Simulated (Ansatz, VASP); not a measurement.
## PbO: VASP beside Ansatz

POSCAR

```
PbO
1.0
    4.3438825303      0.0000000000      0.0000000000
   -2.1719412652      3.7619126223      0.0000000000
    0.0000000000      0.0000000000      5.3802487648
Pb O
2 2
Direct
    0.3333333333      0.6666666667      0.2500000000
    0.6666666667      0.3333333333      0.7500000000
    0.6666666667      0.3333333333      0.2500000000
    0.3333333333      0.6666666667      0.7500000000
```

INCAR.step1

```
ALGO = Normal ; EDIFF = 1E-4
ENCUT = 520 ; GGA = PE
ISMEAR = 0 ; LASPH = T
LCHARG = F ; LREAL = F
LWAVE = T ; NBANDS = 28
NELM = 100 ; PREC = Accurate
SIGMA = 0.01
```

Contents of INCAR.step2:

```
ALGO = Normal ; EDIFF = 1E-7
ENCUT = 520 ; ISIF = 2
ISMEAR = 0 ; ISTART = 1
LASPH = T ; LCHARG = F
LMIXTAU = T ; LREAL = F
LWAVE = F ; METAGGA = R2SCAN
NBANDS = 28 ; NELM = 100
PREC = Accurate ; SIGMA = 0.01
```

Contents of KPOINTS:

```
k-points
0
Gamma
  6 6 4
```

Input for Ansatz:

```yaml
crystal:
  lattice:
    - [4.3438825303, 0.0, 0.0]
    - [-2.1719412652, 3.7619126223, 0.0]
    - [0.0, 0.0, 5.3802487648]
  atoms:
    - { symbol: Pb, position: [0.3333333333, 0.6666666667, 0.25] }
    - { symbol: Pb, position: [0.6666666667, 0.3333333333, 0.75] }
    - { symbol: O, position: [0.6666666667, 0.3333333333, 0.25] }
    - { symbol: O, position: [0.3333333333, 0.6666666667, 0.75] }
kpoints:
  mp_grid: { grid: [6, 6, 4] }
hamiltonian:
  xc: r2scan
scf:
  occupations: { method: fixed }
  n_extra_bands: 5
output:
  forces: true
  stress: true
  eigenvalues: true
```

Alike in both runs: task single point; functional r2SCAN; k mesh 6 × 6 × 4; no spin polarisation.

|  | VASP | Ansatz |
| --- | --- | --- |
| version | VASP 6.6.1 | Ansatz 0.2.0 |
| potentials or method | VASP PAW PBE potentials, release 64 (Pb_d, O) | plane waves, PAW |
| plane-wave cutoff (eV) | 520 | 500 |
| occupations | gaussian, width 0.01 eV | fixed |
| valence electrons in the cell | 40 | 40 |

|  | VASP | Ansatz | Ansatz less VASP |
| --- | --- | --- | --- |
| gap on the k mesh at the Fermi level (eV) | 1.63 | 1.63 | +0.002 |
| pressure (GPa) | -3.9 | -4.1 | -0.13 |
| largest component of the traceless stress (GPa) | 0.00 | 0.10 | +0.093 |

Caveats: the PAW data sets were made with another functional, which shifts forces and pressure a little (VASP); spin-orbit coupling is left out, which as a rule narrows the gap of such compounds by several tenths of an eV. r2SCAN opens gaps a little over a GGA but as a rule still falls short of measured ones. A k mesh can miss the band edges.
